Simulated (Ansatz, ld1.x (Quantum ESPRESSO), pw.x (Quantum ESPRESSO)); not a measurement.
## pw.x on fcc Mo: one setting changed

Potential: norm-conserving RRKJ (Kleinman–Bylander form), ld1.x (Quantum ESPRESSO) 7.5, PBE; core [Kr], reference 4d5 5s0 5p0; waves: 5p (bound, empty): rc 4.15 bohr; 4d (bound): rc 1.35 bohr; 5s (bound, empty): rc 2.70 bohr; local part: the s channel; core correction: none; rho0 0.005.

The reference run (k-mesh 14³, cutoffs 110/440 Ry, Fermi–Dirac 0.01 Ry, mixing_beta 0.4, conv_thr 1e-9, no spin) gives -1.48 GPa at 16.027 Å³/atom, where all-electron LAPW gives 0.44 GPa. This run, with its own iteration cap, changes nbnd to 6.

```
&control
  calculation='scf', prefix='x', pseudo_dir='./', outdir='./tmp', tstress=.true., disk_io='none'
/
&system
  ibrav=0, nat=1, ntyp=1, ecutwfc=110, ecutrho=440, nbnd=6,
  occupations='smearing', smearing='fd', degauss=0.01
/
&electrons
  conv_thr=1e-09, mixing_beta=0.4, electron_maxstep=60
/
ATOMIC_SPECIES
Mo 1.0 Mo.UPF
CELL_PARAMETERS angstrom
  0.00000000 2.00112437 2.00112437
  2.00112437 0.00000000 2.00112437
  2.00112437 2.00112437 0.00000000
ATOMIC_POSITIONS crystal
Mo 0.0000 0.0000 0.0000
K_POINTS automatic
14 14 14 0 0 0
```

```bash
pw.x < Mo.scf.in > Mo.scf.out
```

How does the run end?

It converges in 9 iterations; the free energy moves by +0.0 meV/atom and the pressure by +0.00 GPa. The result is that of the reference run.

```
Message from routine setup:
     using ibrav=0 with symmetry is DISCOURAGED, use correct ibrav instead
     lattice parameter (alat)  =       5.3480  a.u.
     unit-cell volume          =     108.1556 (a.u.)^3
     number of electrons       =         6.00
     number of Kohn-Sham states=            6
     kinetic-energy cutoff     =     110.0000  Ry
     charge density cutoff     =     440.0000  Ry
     scf convergence threshold =      1.0E-09
     Exchange-correlation= PBE
     number of k points=   104  Fermi-Dirac smearing, width (Ry)=  0.0100
     iteration #  1     ecut=   110.00 Ry     beta= 0.40
     total energy              =     -16.19672885 Ry
     estimated scf accuracy    <       0.59325163 Ry
     iteration #  2     ecut=   110.00 Ry     beta= 0.40
     total energy              =     -16.15693736 Ry
     estimated scf accuracy    <       0.11367729 Ry
     iteration #  3     ecut=   110.00 Ry     beta= 0.40
     total energy              =     -16.18073810 Ry
     estimated scf accuracy    <       0.00278873 Ry
     iteration #  4     ecut=   110.00 Ry     beta= 0.40
     total energy              =     -16.18104875 Ry
     estimated scf accuracy    <       0.00239121 Ry
     iteration #  5     ecut=   110.00 Ry     beta= 0.40
     total energy              =     -16.18124830 Ry
     estimated scf accuracy    <       0.00006598 Ry
     iteration #  6     ecut=   110.00 Ry     beta= 0.40
     total energy              =     -16.18127945 Ry
     estimated scf accuracy    <       0.00000612 Ry
     iteration #  7     ecut=   110.00 Ry     beta= 0.40
     total energy              =     -16.18127827 Ry
     estimated scf accuracy    <       0.00000290 Ry
     iteration #  8     ecut=   110.00 Ry     beta= 0.40
     total energy              =     -16.18127882 Ry
     estimated scf accuracy    <       0.00000030 Ry
     iteration #  9     ecut=   110.00 Ry     beta= 0.40
     the Fermi energy is    13.2444 ev
!    total energy              =     -16.18127887 Ry
     estimated scf accuracy    <          9.9E-11 Ry
     smearing contrib. (-TS)   =      -0.00549628 Ry
     The total energy is F=E-TS. E is the sum of the following terms:
     one-electron contribution =       9.39555702 Ry
     hartree contribution      =       0.43280266 Ry
     xc contribution           =      -4.18057042 Ry
     ewald contribution        =     -21.82357184 Ry
     convergence has been achieved in   9 iterations
          total   stress  (Ry/bohr**3)                   (kbar)     P=      -14.77
     Message from routine punch:
     Nothing written, as per user request (disk_io='none')
```

The run took about 14 s on one core of a shared host (Neoverse-V2, 192 threads, 1485 GiB, load 100).
